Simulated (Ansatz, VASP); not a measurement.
TiTe2, level by level in two programs

```
Te Ti
1.0
     3.82670    0.00000    0.00000
    -1.91335    3.31402    0.00000
     0.00000    0.00000    6.58351
Te Ti
2 1
Cartesian
  0.0000 2.2093 4.8534
  1.9134 1.1047 1.7301
  0.0000 0.0000 0.0000
```

Change from the starting cell: volume scaled by 1.04.

Single points on this cell with VASP 6.6.1 and Ansatz 0.2.0. Each row is one pair of runs. Alike in all rows: spin: off; k mesh: 8 × 8 × 4; smearing: fermi-dirac, width 0.05 eV; VASP's potentials, cutoff: VASP PAW PBE potentials, release 64 (Te, Ti_sv), 520 eV.

| level | Ansatz's potentials, cutoff | gap on the k mesh at the Fermi level (eV), VASP | gap on the k mesh at the Fermi level (eV), Ansatz | pressure (GPa), VASP | pressure (GPa), Ansatz | largest component of the traceless stress (GPa), VASP | largest component of the traceless stress (GPa), Ansatz |
| --- | --- | --- | --- | --- | --- | --- | --- |
| PBE | Ansatz PAW earlier set, 910 eV | none | none | -1.5 | -1.5 | 0.20 | 0.19 |
| PBE | PseudoDojo stringent (PBE files), 1450 eV | none | none | -1.5 | -1.5 | 0.20 | 0.19 |
| PBE | Ansatz PAW, 420 eV | none | none | -1.5 | -1.5 | 0.20 | 0.19 |
| PBEsol | Ansatz PAW, 420 eV | none | none | -4.4 | -4.4 | 0.23 | 0.22 |

Pressure (GPa): the two programs differ by at most 0.05; largest component of the traceless stress (GPa): the two programs differ by at most 0.013.

A gap of «none» marks a metal or a gap that the smearing closes.

Caveats: this functional lacks dispersion, which binds the layers, so the pressure and a relaxed spacing across them are unreliable (some rows); the PAW data sets were made with another functional, which shifts forces and pressure a little (VASP); the PAW data sets come from PBE, with cores solved anew for the run's functional, which leaves a small shift of forces and pressure (Ansatz).
